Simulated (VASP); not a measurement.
# Ge: restarted molecular dynamics, 2 variants

Ge, Fmmm (no. 69), 16 atoms in the cell. PBE, molecular dynamics; PAW potentials Ge (PBE set).

| Restart from | Temperature at the end (K) | The same without a restart (K) | Potential energy at the end (eV/atom) | The same without a restart (eV/atom) | Electronic steps in the first step after the restart | Time (s) |
|---|---|---|---|---|---|---|
| CONTCAR with velocities, WAVECAR read | 568.0 | 568.0 | -4.15741 | -4.15742 | 4 | 388 |
| CONTCAR with velocities, no WAVECAR | 568.0 | 568.0 | -4.15742 | -4.15742 | 13 | 374 |

Limits: 180 fs of 16 atoms are too short for converged averages; the cell is only 5.3 Å across, so each atom moves in step with near copies of itself.

## Input of the first row

INCAR.step1:
```
  GGA = PE
  PREC = Normal
  ENCUT = 200
  EDIFF = 1E-6
  NELMIN = 4
  NELM = 60
  ALGO = Fast
  LREAL = Auto
  LASPH = True
  ISMEAR = -1
  SIGMA = 0.069
  ISYM = 0
  LWAVE = True
  LCHARG = False
  IBRION = 0
  NSW = 30
  POTIM = 3.0
  TEBEG = 1600
  ISIF = 2
  RANDOM_SEED = 418102 0 0
  MDALGO = 1
  ANDERSEN_PROB = 0.0
  KPAR = 2
```

INCAR.step2, as INCAR.step1 but for:
```
- LWAVE = True
+ LWAVE = False
```

KPOINTS:
```
k-points
0
Monkhorst-Pack
  2 2 2
```

POSCAR.step1:
```
Ge
1.0
    5.2609940000      0.0000000000      0.0000000000
    0.0000000000      5.7714800000      0.0000000000
    0.0000000000      0.0000000000     10.2313300000
Ge
16
Direct
    0.5000000000      0.2264900000      0.0000000000
    0.5000000000      0.7735100000      0.0000000000
    0.0000000000      0.0000000000      0.2181330000
    0.5000000000      0.0000000000      0.2818670000
    0.5000000000      0.7264900000      0.5000000000
    0.5000000000      0.2735100000      0.5000000000
    0.0000000000      0.5000000000      0.7181330000
    0.5000000000      0.5000000000      0.7818670000
    0.0000000000      0.2264900000      0.5000000000
    0.0000000000      0.7735100000      0.5000000000
    0.5000000000      0.0000000000      0.7181330000
    0.0000000000      0.0000000000      0.7818670000
    0.0000000000      0.7264900000      0.0000000000
    0.0000000000      0.2735100000      0.0000000000
    0.5000000000      0.5000000000      0.2181330000
    0.0000000000      0.5000000000      0.2818670000
```

Commands (each step's output is kept before the next begins):
```
cat potpaw_PBE.64/Ge/POTCAR > POTCAR
cp INCAR.step1 INCAR
cp POSCAR.step1 POSCAR
mpirun -np 2 vasp_std > vasp.out
cp CONTCAR POSCAR
cp INCAR.step2 INCAR
mpirun -np 2 vasp_std > vasp.out
```

Changes of the last row against the first:
```
(step 1)
- LWAVE = True
+ LWAVE = False
```

VASP 6.6.1 took 388 s on 2 cores (Intel Xeon Platinum 8488C (Sapphire Rapids)), a shared host.
